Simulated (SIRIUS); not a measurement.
## PtSe2 (Sudovikovite) in SIRIUS: the effect of functional

Crystal: PtSe2 (Sudovikovite).

```
Pt Se
1.0
     3.72400    0.00000    0.00000
    -1.86200    3.22508    0.00000
     0.00000    0.00000    5.06200
Pt Se
1 2
Direct
  0.00000 0.00000 0.00000
  0.66667 0.33333 0.75000
  0.33333 0.66667 0.25000
```

Alike in all runs:

| Item | Value |
| --- | --- |
| Program | SIRIUS 7.12.0 |
| Task | single point |
| Potentials or basis | all-electron FP-LAPW |
| Cutoff | 198 eV |
| Basis | apw+lo standard |
| k mesh | 8 × 8 × 5 |
| Occupations | fermi-dirac, width 0.05 eV |
| Spin | no spin polarisation |

| functional | largest force (eV/Å) |
| --- | --- |
| LDA | ? |
| PBEsol | 0.34 |
| WC | 0.44 |
| AM05 | 0.18 |
| PBE | 0.58 |
| PW91 | 0.62 |
| revPBE | 0.62 |
| RPBE | 0.63 |
| BLYP | 1.00 |

Task: What does the run with functional LDA give?

Result: Largest force 0.20 eV/Å.

Caveats: forces of over 1 eV/Å show positions far from the minimum, so gaps and moduli don't describe the material at rest (some runs).
